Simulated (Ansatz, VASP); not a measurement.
# Two plane-wave programs on ZnS (Wurtzite-6H)

```
CELL_PARAMETERS angstrom
3.81200 0.00000 0.00000
-1.90600 3.30129 0.00000
0.00000 0.00000 18.68999
ATOMIC_POSITIONS crystal
Zn 0.33333 0.66667 0.83333
Zn 0.66667 0.33333 0.33333
Zn 0.66667 0.33333 0.66667
Zn 0.33333 0.66667 0.16667
Zn 0.00000 0.00000 0.50000
Zn 0.00000 0.00000 0.00000
S 0.33333 0.66667 0.95833
S 0.66667 0.33333 0.45833
S 0.66667 0.33333 0.79167
S 0.33333 0.66667 0.29167
S 0.00000 0.00000 0.62500
S 0.00000 0.00000 0.12500
```

Alike in both runs: task relaxation of cell and atoms; functional PBE; dispersion D3(BJ); k mesh 8 × 8 × 2; occupations fermi-dirac, width 0.05 eV; no spin polarisation.

|  | VASP | Ansatz |
| --- | --- | --- |
| version | VASP 6.6.1 | Ansatz 0.2.0 |
| potentials or method | VASP PAW PBE potentials, release 64 (Zn, S) | Ansatz PAW |
| plane-wave cutoff (eV) | 600 | 420 |
| valence electrons in the cell | 108 | 108 |

|  | VASP | Ansatz | Ansatz less VASP |
| --- | --- | --- | --- |
| relaxed volume (Å³/atom) | 19.47 | 19.42 | -0.045 |
| relaxed cell length with the largest relative difference (Å) | 3.803 | 3.799 | -0.0037 |

Caveats: the plane-wave basis is chosen anew once the cell has moved, so the energies of steps on either side of that aren't comparable (Ansatz). A k mesh can miss the band edges.
